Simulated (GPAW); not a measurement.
A run of GPAW 26.7.0:

run.py

```python
from ase.dft.bandgap import bandgap
from ase.io import read, write
from ase.units import GPa
from gpaw import GPAW, PW

atoms = read('Ru.cif')

calc = GPAW(mode=PW(1200),
            xc='PBE',
            kpts={'size': (8, 8, 5), 'gamma': True},
            occupations={'name': 'fermi-dirac', 'width': 0.05},
            nbands=29,
            convergence={'density': 1e-05, 'energy': 1e-05},
            maxiter=50,
            txt='gpaw.txt')
atoms.calc = calc
energy = atoms.get_potential_energy()
forces = atoms.get_forces()
stress = atoms.get_stress()
calc.write('gs.gpw')
write('result.traj', atoms)
print(f'Energy: {energy:.6f} eV')
print('Forces (eV/A):')
print(forces.round(4))
print('Stress (GPa):', (stress / GPa).round(3))
print('Fermi level:', round(calc.get_fermi_level(), 4), 'eV')
print(f'Gap: {bandgap(calc)[0]:.4f} eV, direct: {bandgap(calc, direct=True)[0]:.4f} eV')
```

Ru.cif

```cif
data_Ru
_cell_length_a 2.70580000
_cell_length_b 2.70580000
_cell_length_c 4.28190000
_cell_angle_alpha 90.00000000
_cell_angle_beta 90.00000000
_cell_angle_gamma 120.00000000
_space_group_name_H-M_alt 'P1'
_space_group_name_Hall 'P 1'
_space_group_IT_number 1
loop_
_space_group_symop_operation_xyz
'x,y,z'
loop_
_atom_site_label
_atom_site_type_symbol
_atom_site_symmetry_multiplicity
_atom_site_Wyckoff_symbol
_atom_site_fract_x
_atom_site_fract_y
_atom_site_fract_z
_atom_site_occupancy
Ru1 Ru 1 a 0.6666666667 0.3333333333 0.7500000000 1
Ru2 Ru 1 a 0.3333333333 0.6666666667 0.2500000000 1
```

Potentials or basis: GPAW PAW data sets (gpaw-data 1.2.1), pw.

Command:

```sh
$ OMP_NUM_THREADS=1 python run.py
```

Hardware: 1 thread of Intel(R) Xeon(R) Platinum 8488C (Sapphire Rapids), with other jobs on the host.

**Question.** Estimate the wall time of this run.

**Answer.** It took 42 s on 1 thread of Intel(R) Xeon(R) Platinum 8488C (Sapphire Rapids) (shared host), peak memory 0.25 GiB. Counts: scf iterations 9, plane waves 2599, bands 29, k points 40.
